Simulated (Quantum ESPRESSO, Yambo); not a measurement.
# A GW chain in Yambo: BaS (Fm-3m), part 3 of 3

How does a plane-wave GW calculation on BaS (Fm-3m) run from the first input to the gap?

Quantum ESPRESSO 7.5 and Yambo 5.3.0; PBE and many-body steps on it, plane waves. Known limits of the many-body steps: not at the basis limit; no spin-orbit coupling.

So far. Step 3 (Bands along the symmetry lines): The gap is 2.146 eV, as in the run before at this level. Step 4 (Empty states on the mesh, 4×4×4 mesh, 279 bands): On this mesh the gap is 2.146 eV.

### 6. Screening and self-energy, 4×4×4 mesh, 279 bands, screening to 210.9 eV

G0W0 replaces the xc potential by the self-energy, built once from these orbitals. Only a window of levels is corrected, while the sums run over the empty bands that the input names.

This step: G0W0 on PBE, plane waves, norm-conserving pseudopotentials.

The input, gw1.in:

```
HF_and_locXC
gw0
dyson
ppa
em1d
rim_cut
RandQpts= 1000000
RandGvec= 1 RL
EXXRLvcs= 40 Ry
VXCRLvcs= 160 Ry
Chimod= "HARTREE"
% BndsRnXp
 1 | 279 |
%
NGsBlkXp= 15.5 Ry
% LongDrXp
 1 | 1 | 1 |
%
% GbndRnge
 1 | 279 |
%
DysSolver= "n"
ExtendOut
PPAPntXp= 27.21138 eV
% QPkrange
 1 | 1 | 7 | 10 |
 7 | 7 | 7 | 10 |
%
```

Launch:

```bash
OMP_NUM_THREADS=1 mpirun -n 4 yambo -F gw1.in -J gw1 -C gw1 > gw1.log
```

The program printed:

```text
 Yambo, version 5.3.0

 [02] CORE Variables Setup
 =========================

  [... cell, symmetries and grids as in the set-up ...]

  [02.05] Energies & Occupations
  ==============================

  [X] === General ===
  [X] Electronic Temperature                        :  0.000000  0.000000 [eV K]
  [X] Bosonic    Temperature                        :  0.000000  0.000000 [eV K]
  [X] Finite Temperature mode                       : no
  [X] El. density                                   :  0.24558E+24 [cm-3]
  [X] Fermi Level                                   :  5.894091 [eV]

  [X] === Gaps and Widths ===
  [X] Conduction Band Min                           :  2.146280 [eV]
  [X] Valence Band Max                              :  0.000000 [eV]
  [X] Filled Bands                                  :   8
  [X] Empty Bands                                   :    9  279
  [X] Direct Gap                                    :  2.272370 [eV]
  [X] Direct Gap localized at k                     :   7
  [X] Indirect Gap                                  :  2.146280 [eV]
  [X] Indirect Gap between kpts                     :   1   7
  [X] Last valence band width                       :  1.057937 [eV]
  [X] 1st conduction band width                     :  3.430145 [eV]

 [03] Transferred momenta grid and indexing
 ==========================================

 IBZ Q-points                                      :   8
 BZ  Q-points                                      :   64

 K/Q-points units:
 rlu = crystal or reduced units; cc = cartesian coordinates; iku = interal k-units

 Q [1]          [rlu]:  0.000000  0.000000  0.000000
 Q [2]          [rlu]:  0.74313E-17  0.74313E-17  0.25000
 Q [3]          [rlu]: -0.14863E-16 -0.14863E-16 -0.50000
 Q [4]          [rlu]:  0.74488E-17  0.25000      0.25000
 Q [5]          [rlu]:  0.16929E-16  0.25000      0.50000
 Q [6]          [rlu]: -0.14863E-16  0.25000     -0.25000
 Q [7]          [rlu]: -0.14898E-16 -0.50000     -0.50000
 Q [8]          [rlu]:  0.250000 -0.500000 -0.250000

 [04] Coloumb potential Random Integration (RIM)
 ===============================================

  [04.01] RIM initialization
  ==========================

  * Diagonal components only detected *

  8 x (sBL volume)        :  0.070521 [a.u.]
  sBZ random points       :  1000000
  Points outside the sBZ  :   7987327
  RL volume               :  0.564170 [a.u.]
  Integrated volume       :  0.565065 [a.u.]

  [04.02] RIM integrals
  =====================

  Gamma point sphere radius             :  0.074942 [a.u.]
  Points outside the sphere             :   799513
  [Int_sBZ(q=0) 1/q^2]*(Vol_sBZ)^(-1/3) =:  7.764325
                                 should be <:  7.795600

  Summary of Coulomb integrals for non-metallic bands |Q|[au] RIM/Bare

  Q [1] 0.100000E-4 0.995988 * Q [2] 0.225398 1.066654
  Q [4] 0.260268 1.065697 * Q [6] 0.368074 1.027401
  Q [5] 0.431605 1.020783 * Q [3] 0.450797 1.018057
  Q [7] 0.520535 1.014668 * Q [8] 0.581976 1.011636

 [05] Dipoles
 ============

  [05.01] Setup: observables and procedures
  =========================================

 [06] Dynamic Dielectric Matrix (PPA)
 ====================================

 [WR./gw1//ndb.pp]---------------------------------------------------------------
  Brillouin Zone Q/K grids (IBZ/BZ)                :    8   64    8   64
  RL vectors                                       :  2421 [WF]
  Coulomb cutoff potential                         : none
  Electronic Temperature                           :  0.000000 [K]
  Bosonic    Temperature                           :  0.000000 [K]
  PPA    diel. fun.  energies                      : Perdew, Burke & Ernzerhof(X)+Perdew, Burke & Ernzerhof(C)
  wavefunctions                                    : Perdew, Burke & Ernzerhof(X)+Perdew, Burke & Ernzerhof(C)
  Global Gauge                                     : length
  X matrix size                                    :   537
  X band range                                     :    1  279
  X e/h energy range                               : -1.000000 -1.000000 [eV]
  X Time ordering                                  : R
  X Hxc Kernel                                     : HARTREE
  X Drude frequency                                :  0.000000  0.000000
  X poles                                          :  100.0000 [o/o]
  RL vectors in the sum                            :  2421
  [r,Vnl] included                                 : yes
  Field direction                                  :  0.577350E-5  0.577350E-5  0.577350E-5
  BZ energy Double Grid                            : no
  BZ energy DbGd points                            : 0
  BZ Q point size factor                           : -1.000000
  X Optical Averaged directions                    : none

 [07] Local Exchange-Correlation + Non-Local Fock
 ================================================

 [VXC] Plane waves :  15065
 [EXS] Plane waves :  1917

 QP @ state[ 1 ] K range:  1  1
 QP @ state[ 1 ] b range:   7  10
 QP @ state[ 2 ] K range:   7   7
 QP @ state[ 2 ] b range:   7  10

 [xc] Functional : Perdew, Burke & Ernzerhof(X)+Perdew, Burke & Ernzerhof(C)
 [xc] LIBXC used to calculate xc functional
  PP Number of Atomic Species                      :  2
  NLCC RL compoments                               :  15065
  PP Number of Atomic Species                      :  2
  NLCC RL compoments                               :  15065

 [xc] E_xc :  -6.043476 [Ha]
      E_xc :  -12.08695 [Ry]

  Local XC kind (lXC) : Perdew, Burke & Ernzerhof(X)+Perdew, Burke & Ernzerhof(C)
  Non-Local XC kind (nlXC) : Hartree-Fock

  Corrections @ K [1] :  [eV]
 <7|nlXC|7> = -15.67959 -0.57011E-17 <7|lXC|7> = -12.60175 -0.94406E-16
 <8|nlXC|8> = -15.67959 -0.14063E-17 <8|lXC|8> = -12.60175 -0.18882E-15
 <9|nlXC|9> = -4.019332  0.27582E-17 <9|lXC|9> = -7.958255 -0.18881E-15
 <10|nlXC|10> = -4.535739  0.95861E-18 <10|lXC|10> = -8.922664 -0.47216E-16

  Corrections @ K [7] :  [eV]
 <7|nlXC|7> = -15.67186 -0.18081E-17 <7|lXC|7> = -12.53318 -0.94409E-16
 <8|nlXC|8> = -15.67188  0.73494E-17 <8|lXC|8> = -12.53318 -0.14162E-15
 <9|nlXC|9> = -4.204415 -0.61861E-18 <9|lXC|9> = -7.957322 -0.35405E-16
 <10|nlXC|10> = -6.058089  0.81489E-18 <10|lXC|10> = -10.95390  0.28323E-15

 [08] Dyson equation: Newton solver
 ==================================

  [08.01] G0W0 (W PPA)
  ====================

  [  GW  ] Bands range     :    1  279
  [GW/PPA] G damping       :  0.100000 [eV]

  QP @ state[ 1 ] K range:  1  1
  QP @ state[ 1 ] b range:   7  10
  QP @ state[ 2 ] K range:   7   7
  QP @ state[ 2 ] b range:   7  10

   Sc/G bands                                       :    1  279
   Sc/G damping                                     :  0.100000 ev
   Sc bands terminator                              : no
   Sx RL components                                 :  1917

   QP @ state[ 1 ] K range                          :  1  1
   QP @ state[ 1 ] b range                          :   7  10
   QP @ state[ 2 ] K range                          :   7   7
   QP @ state[ 2 ] b range                          :   7  10
   GF energies kind                                 : Perdew, Burke & Ernzerhof(X)+Perdew, Burke & Ernzerhof(C)
   GF WF`s kind                                     : Perdew, Burke & Ernzerhof(X)+Perdew, Burke & Ernzerhof(C)
   Xs energies kind                                 : Perdew, Burke & Ernzerhof(X)+Perdew, Burke & Ernzerhof(C)
   Xs WF`s kind                                     : Perdew, Burke & Ernzerhof(X)+Perdew, Burke & Ernzerhof(C)

 [11] Game Over & Game summary
```

The job ended after 6.5 min (4 MPI ranks of Arm Neoverse V2, shared host; peak memory 1.6 GiB; 26 min of CPU time).

This step gave:

* G0W0 gap on the points computed: 3.641 eV
* starting gap on the mesh: 2.146 eV
* k of the valence top: 0, 0, 0
* k of the conduction bottom: 0, -0.5, -0.5
* least direct G0W0 gap on the computed points: 3.785 eV
* Z at the valence top: 0.7893
* Z at the conduction bottom: 0.8332

The gap on the mesh goes from 2.15 eV to 3.64 eV, a correction of +1.49 eV.

Limits: finite bands, cutoff and mesh; no spin-orbit coupling. v1 is the top filled band, c1 the lowest empty one. Levels before and after the correction, in eV, zero at the valence-band top of each column:

```csv
,conduction bottom,valence top
Kohn-Sham,2.15,0.00
G0W0,3.64,0.00
```

```csv
,level,energy (eV)
Kohn-Sham,Γ v2-v1,0.000
Kohn-Sham,Γ c1,3.626
Kohn-Sham,Γ c2,3.906
Kohn-Sham,(0 -0.5 -0.5) v2-v1,-0.126
Kohn-Sham,(0 -0.5 -0.5) c1,2.146
Kohn-Sham,(0 -0.5 -0.5) c2,5.968
G0W0,Γ v2-v1,0.000
G0W0,Γ c1,5.011
G0W0,Γ c2,5.610
G0W0,(0 -0.5 -0.5) v2-v1,-0.144
G0W0,(0 -0.5 -0.5) c1,3.641
G0W0,(0 -0.5 -0.5) c2,7.918
```

### 7. Where the time went

Times are wall times on the hardware named with each run, good to a factor of about two.

```csv
step,time,share,memory (GiB)
ground state,2.4 s,1 %,0.2
bands along the symmetry lines,2.3 s,1 %,0.18
empty states on the mesh,13 s,3 %,0.39
conversion and set-up,1.8 s,0 %,0.24
screening and self-energy,6.5 min,95 %,1.6
```

### 8. Outcome

```json
{
 "PBE gap": "2.15 eV, indirect",
 "G0W0 gap on the mesh": "3.64 eV",
 "GW settings": "4×4×4 mesh, 279 bands, screening to 210.9 eV, Godby-Needs plasmon pole",
 "known limits": "not at the basis limit; no spin-orbit coupling"
}
```

**Reading.** G0W0 moves the gap on the mesh from 2.15 eV to 3.64 eV (+1.49 eV), with Z of 0.79 and 0.83 at the edges. Only 2 of the mesh's irreducible points were corrected, so a valley elsewhere could overtake. The dearest step here is «screening and self-energy». Bands and cutoff are finite, so the gap is not at the basis limit. The miss can reach some tenths of an eV and take either sign; the mesh is an error of its own. In the G0W0 run levels were corrected at 2 k points alone, so a gap called «on the mesh» is the least over those, and an edge elsewhere would be missed. The many-body steps are scalar-relativistic: spin-orbit coupling is not in them.

[Paths, hosts, dates, memory and timing lines, banners, echoed tables and standing remarks are left out of the program output.]

[Logs are printed without paths, hosts, clocks, repeated set-up lines and the standing remarks that a program may print on its own settings, such as how far it seeks lower states.]

[Runs of the session that timed out or met a known fault of the program may be left out.]

[Hosts, paths, dates, database ids (printed as entryN), source tags and the programs' standing remarks are cut or masked in the printed files.]
